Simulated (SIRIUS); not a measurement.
MnO:

```xyz
2
Lattice="0.0000 2.2239 2.2239 2.2239 0.0000 2.2239 2.2239 2.2239 0.0000" Properties=species:S:1:pos:R:3 pbc="T T T"
Mn    0.0000    0.0000    0.0000
O     2.2239    2.2239    2.2239
```

The cell is a database's computed one.

Base run:

* Program: SIRIUS 7.10.0
* Functional: PW91
* Potentials or basis: PseudoDojo 0.4.1 PBE standard (scalar relativistic)
* Cutoff: 1307 eV
* Density cutoff: 5227 eV
* k mesh: 7 × 7 × 7
* Occupations: fermi-dirac, width 0.05 eV
* Spin: collinear spin, ferromagnetic start
* Starting moments: [4.0, 0.0] μB

Its results: band gap on the k mesh none (metal or under the smearing width); pressure -0.4 GPa; net moment 4.81 μB per cell.

Task: The run is repeated on the same cell with these changes: functional from PW91 to LDA; libxc names from ["XC_GGA_X_PW91", "XC_GGA_C_PW91"] to ["XC_LDA_X", "XC_LDA_C_PW"]. What comes out?

Result: Band gap on the k mesh none (metal or under the smearing width); pressure -16.6 GPa; net moment 4.59 μB per cell.

Caveats: the potentials were made for another functional, which shifts forces and pressure; a cell with one magnetic atom can't hold antiferromagnetic order, which such compounds often take; semilocal functionals often make such compounds metallic where correlation or magnetic order opens a gap, which also shifts bond lengths.

Not every run made on this cell is shown here.
